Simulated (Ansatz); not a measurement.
# Pb: response to strain

Aim: deform Pb (zz strain of -3 %) and compute stress, forces and field gradients with LAPW, PAW and all-electron datasets made for the crystal.

Program: Ansatz 0.2.0. Level of theory: DFT PBE, scalar-relativistic. These are calculated values, not measurements.

### 1 The system as given

Symmetry: P6_3/mmc, No. 194, hexagonal system. Conventional cell: a = 3.480 Å, b = 3.480 Å, c = 5.590 Å, α = 90.00°, β = 90.00°, γ = 120.00°. Pb (site symmetry -6m2) is surrounded by 12 Pb at 3.44 to 3.48 Å.

Structure file:

```xyz
2
Lattice="3.4800 0.0000 0.0000 -1.7400 3.0138 0.0000 0.0000 0.0000 5.5900" Properties=species:S:1:pos:R:3 pbc="T T T"
Pb    0.0000    2.0092    1.3975
Pb    1.7400    1.0046    4.1925
```

Atoms are numbered in the order of the input: Pb1, Pb2.

### 2 After the deformation

Space group P6_3/mmc before, P6_3/mmc after.

### 3 All-electron LAPW

input.yaml reads:

```yaml
crystal:
  lattice:
    - [3.4800006906, 0.0, 0.0]
    - [-1.7400003453, 3.0137690032, 0.0]
    - [0.0, 0.0, 5.4223]
  atoms:
    - { symbol: Pb, position: [0.3333333333, 0.6666666667, 0.25] }
    - { symbol: Pb, position: [0.6666666667, 0.3333333333, 0.75] }
kpoints:
  mp_grid: { grid: [12, 12, 7] }
  band_path:
    path:
      - [0.0, 0.0, 0.0]
      - [0.5, 0.0, 0.0]
      - [0.3333333333, 0.3333333333, 0.0]
      - [0.0, 0.0, 0.0]
      - [0.0, 0.0, 0.5]
      - [0.5, 0.0, 0.5]
      - [0.3333333333, 0.3333333333, 0.5]
      - [0.0, 0.0, 0.5]
      - [0.5, 0.0, 0.5]
    npoints: 5
scf:
  occupations: { method: fermi_dirac, width: 0.05 }
hamiltonian:
  xc: pbe
  pseudopotentials: { kind: all_electron, lapw: { basis_error: 0.0005 } }
output:
  forces: true
  stress: true
  eigenvalues: true
```

Command:

```
$ ansatz run input.yaml --threads 1 --pin off --max-ram 3072MiB --backend cpu --events-out ev --progress --plain --runs-dir out
```

### 4 PAW with frozen cores

input.yaml reads:

```yaml
crystal:
  lattice:
    - [3.4800006906, 0.0, 0.0]
    - [-1.7400003453, 3.0137690032, 0.0]
    - [0.0, 0.0, 5.4223]
  atoms:
    - { symbol: Pb, position: [0.3333333333, 0.6666666667, 0.25] }
    - { symbol: Pb, position: [0.6666666667, 0.3333333333, 0.75] }
kpoints:
  mp_grid: { grid: [12, 12, 7] }
scf:
  occupations: { method: fermi_dirac, width: 0.05 }
hamiltonian:
  xc: pbe
  pseudopotentials: { kind: paw }
output:
  forces: true
  stress: true
  eigenvalues: true
  efg: { contact_densities: true }
  write_density: true
  write_potential: true
  elf: true
  volumetric_format: npy
```

### 5 All-electron PAW on datasets made for the crystal

input.yaml: that of step 4 with these lines changed.

```diff
@@ -14,3 +14,3 @@
   xc: pbe
-  pseudopotentials: { kind: paw }
+  pseudopotentials: { kind: all_electron, datasets: crystal }
 output:
@@ -20,5 +20 @@
   efg: { contact_densities: true }
-  write_density: true
-  write_potential: true
-  elf: true
-  volumetric_format: npy
```

(Steps that only read results are left out.)

Before running it: what results should come out? Wanted: pressure; largest shear or deviatoric stress.

The runs gave:

```
                                 quantity                                           value
                                 pressure  LAPW 5.77, PAW 5.76, crystal datasets 5.77 GPa
largest shear or deviatoric stress (LAPW)                                        1.17 GPa
```

What this shows: The largest part of the stress beyond the pressure is 1.17 GPa in size, in the zz component; the atoms are carried along and not relaxed. No run of the undeformed cell stands beside it, so the pressure holds what the given cell had before the change. PAW: stress within 0.01 GPa of LAPW. Crystal datasets: stress within 0.01 GPa of LAPW. Spin-orbit coupling is left out, though the cell holds Pb; in elements this heavy it can shift bands and gaps by tenths of an eV.
